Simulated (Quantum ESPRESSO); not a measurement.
SiC (Moissanite 6H) under changes of volume

One of the cells (10.487 Å³/atom); the others are scaled copies at fixed shape and fractional positions:

```xyz
12
Lattice="3.0950 0.0000 0.0000 -1.5475 2.6803 0.0000 0.0000 0.0000 15.1700" Properties=species:S:1:pos:R:3 pbc="T T T"
Si    1.5475    0.8934    6.9524
Si    0.0000    1.7869   14.5374
Si    1.5475    0.8934   12.0101
Si    0.0000    1.7869    4.4251
Si    0.0000    0.0000    9.4812
Si    0.0000    0.0000    1.8962
C     1.5475    0.8934    5.0562
C     0.0000    1.7869   12.6412
C     1.5475    0.8934   10.1138
C     0.0000    1.7869    2.5288
C     0.0000    0.0000    7.5850
C     0.0000    0.0000    0.0000
```

```yaml
Program: Quantum ESPRESSO 7.5
Functional: PBEsol
Potentials_or_basis: GBRV 1.5 PBEsol
Cutoff: 612 eV
Density_cutoff: 4898 eV
k_mesh: 10 × 10 × 2
Occupations: fermi-dirac, width 0.05 eV
Spin: no spin polarisation
```

| volume (Å³/atom) | energy over the lowest point (meV/atom) | pressure (GPa) | gap on the mesh (eV) | largest force (eV/Å) |
| --- | --- | --- | --- | --- |
| 9.858 | 16.36 | 11.4 | 1.90 | 0.154 |
| 10.068 | 4.83 | 6.1 | 1.91 | 0.150 |
| 10.277 | 0.00 | 1.2 | 1.91 | 0.147 |
| 10.487 | 1.24 | -3.2 | 1.92 | 0.143 |
| 10.697 | 7.97 | -7.2 | 1.92 | 0.140 |
| 10.907 | 19.68 | -10.8 | 1.93 | 0.137 |
| 11.116 | ? | ? | ? | ? |

Question: What does the run at 11.116 Å³/atom give?

Answer: Energy over the lowest point 35.89 meV/atom; pressure -14.1 GPa; gap on the mesh 1.93 eV; largest force 0.134 eV/Å.

Worked out: A Birch-Murnaghan fit of order 3 (a polynomial in V^(-2/3)) to the other rows has its minimum at 10.34 Å³/atom with B0 = V·E''(V) = 222 GPa and B' = 3.9 at fixed shape and positions, which overstates the stiffness. It gives 35.82 meV/atom at 11.116 Å³/atom, against the run's 35.89, and -dE/dV = -14.0 GPa, against -14.1. A straight line through the other rows of the gap, of slope 0.268 eV per unit of ln V, extrapolates to 1.93 eV, against the run's 1.93.

Energies are extrapolated to zero smearing.

A mesh can miss the band edges.
